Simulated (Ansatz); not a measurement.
**InSe under changes of volume**

One of the cells (28.559 Å³/atom); the others are scaled copies at fixed shape and fractional positions:

```
In Se
1.0
     5.82639   -2.05465    0.00000
     5.82639    2.05465    0.00000
    -1.72323    0.00000    4.77135
In Se
2 2
Direct
  0.88820 0.88820 0.04684
  0.11180 0.11180 0.95316
  0.66093 0.66093 0.66896
  0.33907 0.33907 0.33104
```

The cell comes from a database or a generator and needn't be the stable form of this composition.

```yaml
Program: Ansatz 0.2.0
Functional: LDA
Potentials_or_basis: all-electron LAPW, scalar-relativistic
Cutoff: 240 eV (chosen from the basis error)
Basis_error_allowed: 0.002 eV/atom
k_mesh: 7 × 7 × 6
Occupations: fermi-dirac, width 0.05 eV
Spin: no spin polarisation
```

```tsv
volume (Å³/atom)	energy over the lowest point (meV/atom)	pressure (GPa)	gap on the mesh (eV)	largest force (eV/Å)
26.846	0.00	0.5	1.10	0.410
27.417	0.60	-0.8	1.07	0.229
27.988	5.27	-1.8	1.03	0.064
28.559	?	?	?	?
29.131	24.99	-3.6	0.96	0.229
29.702	39.24	-4.4	0.93	0.357
30.273	55.97	-5.0	0.90	0.476
```

What does the run at 28.559 Å³/atom give?

Energy over the lowest point 13.54 meV/atom; pressure -2.8 GPa; gap on the mesh 1.00 eV; largest force 0.089 eV/Å.

Worked out: A Birch-Murnaghan fit of order 3 (a polynomial in V^(-2/3)) to the other rows has its minimum at 27.05 Å³/atom with B0 = V·E''(V) = 58 GPa and B' = 4.8 at fixed shape and positions, which overstates the stiffness. It gives 13.53 meV/atom at 28.559 Å³/atom, against the run's 13.54, and -dE/dV = -2.8 GPa, against -2.8. A straight line through the other rows of the gap, of slope -1.7 eV per unit of ln V, gives 1.00 eV, against the run's 1.00.

Energies are extrapolated to zero smearing.

Caveats: spin-orbit coupling is left out, which moves the levels of the heavy elements; an odd mesh through Γ misses points on the zone boundary, where band edges often lie.
